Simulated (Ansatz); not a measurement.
One crystal and one scan (energy against volume) at two levels, PBE (plane waves to 420 eV, PAW, scalar-relativistic; Ansatz, an electronic-structure program) and r2SCAN (plane waves to 500 eV, PAW, scalar-relativistic; Ansatz), each from its own relaxed cell and on its own mesh.

The crystal is InCuS2 (chalcopyrite); the cell is scaled evenly about its relaxed volume V₀.

Energies are smeared free energies. InCuS2 is run without spin polarisation. InCuS2 was relaxed with its symmetry unable to fall. With the shape held, the modulus is that of even scaling; a crystal free to change shape is softer. Both scans cover V/V₀ from 0.940 to 1.060.

```
quantity                                                                     run 1  run 2
---------------------------------------------------------------------------  -----  -----
Lattice constant a (Å)                                                       5.522  5.577
Lattice constant c (Å)                                                       11.13  11.23
Relaxed volume (Å³/atom)                                                     21.21  21.84
Band gap of the relaxed cell, no spin-orbit coupling (eV)                     0.36   0.02
Pressure at the smallest volume (GPa)                                          5.3    4.7
Energy cost of the largest compression (meV/atom)                               20     18
Energy cost of the largest expansion (meV/atom)                                 16     14
Bulk modulus at fixed cell shape B₀ (third-order Birch-Murnaghan fit) (GPa)   73.5   64.7
Pressure for 5 % compression (fit) (GPa)                                       4.3    3.8
```

Which run is which level?

Run 2 is PBE, run 1 is r2SCAN. PBE gives the higher value for: lattice constant a; lattice constant c; relaxed volume. PBE gives the lower value for: band gap of the relaxed cell, no spin-orbit coupling; pressure at the smallest volume; bulk modulus at fixed cell shape B₀; pressure for 5 % compression. (PBE) At this level the bands of InCuS2 touch or barely overlap; measurements give the solid a gap. Neither level is exact: the differences show how much the result hangs on the functional.

(Under strain, the slope of the energy per volume gives the stress and its curvature an elastic modulus.)
